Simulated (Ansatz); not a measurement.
## V: energy change per atom and pressure as volume scale varies

All results are calculated (Ansatz 0.2.0). Plane-wave DFT, scalar-relativistic PAW made under PBE with cores redone for the functional, no dispersion; the given relaxed cell is scaled uniformly, energy at zero smearing counts from the unscaled cell, pressure at the given Fermi-Dirac smearing is positive in compression.

The cell before it is scaled or strained (space group P6/mmm, No. 191):
```
CELL_PARAMETERS angstrom
4.48520 0.00000 0.00000
-2.24260 3.88430 0.00000
0.00000 0.00000 2.41400
ATOMIC_POSITIONS crystal
V 0.00000 0.00000 0.00000
V 0.33333 0.66667 0.50000
V 0.66667 0.33333 0.50000
```

Settings of every row: spin polarised no; functional RPBE; wave cutoff 420 eV; smearing width 0.1 eV; k mesh 9x9x15.

Atom starting moment: 0 on all atoms.

Limits: the cell comes from a prototype or a list of computed structures and needn't be the stable phase.

| row | volume scale | V (Å³/atom) | energy change per atom (meV) | pressure (GPa) |
| --- | --- | --- | --- | --- |
| 1 | 0.88 | 12.337 | 121.27 | 26.61 |
| 2 | 0.92 | 12.897 | 48.9 | 15.88 |
| 3 | 0.96 | 13.458 | 10.51 | 7.08 |
| 4 | 1.04 | 14.58 | 12.4 | -6.07 |
| 5 | 1.08 | 15.14 | ? | ? |
| 6 | 1.12 | 15.701 | 90.3 | -14.94 |

Question: what energy change per atom and pressure should row 5 give?

Worked fit of energy change per atom. Take u = (V_r/V)^(2/3) − 1 with V_r = 13.458 Å³ an atom, which is twice the finite (Eulerian) strain; such expansions in the strain, on which the Birch-Murnaghan equation of state is built, carry the rest volume and the bulk modulus. The shown rows have u = 0.05969, 0.02879, 0, -0.05198, -0.09766. Least squares give energy change per atom = 10.442 + 843.18 × u + 17000.5 × u² meV; a straight line predicts inner rows, each left out in turn, worse (root mean square 48 against 0.19 meV). The rows lie off it by -0.07, 0.09, 0.07, -0.15, 0.06 (root mean square 0.094 meV). Its lowest point lies at u = -0.0248, or V = 13.97 Å³ an atom, and the curvature there gives the bulk modulus at fixed shape and fractions, B = (4/9)(1 + u)² E″(u)/V = 165 GPa. Letting shape and atoms relax would as a rule lower it, by much in layered, chain or molecular crystals. The withheld row has u = -0.07551, so the fit gives 10.442 + 843.18 × (-0.07551) + 17000.5 × (-0.07551)² = 43.71 meV.

The calculation gave 43.63 meV. The fit lies 0.08 meV (0.072 % of the column's range) above it; its largest miss of a shown row is 0.15 meV.

Worked fit of pressure. Take u = (V_r/V)^(2/3) − 1 with V_r = 13.458 Å³ an atom, which is twice the finite (Eulerian) strain; such expansions in the strain, on which the Birch-Murnaghan equation of state is built, carry the rest volume and the bulk modulus. The shown rows have u = 0.05969, 0.02879, 0, -0.05198, -0.09766. Least squares give pressure = 7.105 + 287.98 × u + 640.2 × u² GPa; a straight line predicts inner rows, each left out in turn, worse (root mean square 1.8 against 0.084 GPa). The rows lie off it by 0.03, -0.05, -0.03, 0.06, -0.03 (root mean square 0.042 GPa). The pressure vanishes at u = -0.0262, or V = 14 Å³ an atom, and there the bulk modulus at fixed shape and fractions is B = −V dP/dV = (2/3)(1 + u) dP/du = 165 GPa. Letting shape and atoms relax would as a rule lower it, by much in layered, chain or molecular crystals. The withheld row has u = -0.07551, so the fit gives 7.105 + 287.98 × (-0.07551) + 640.2 × (-0.07551)² = -10.99 GPa.

The calculation gave -10.95 GPa. The fit lies 0.04 GPa (0.096 % of the column's range) below it; its largest miss of a shown row is 0.06 GPa.
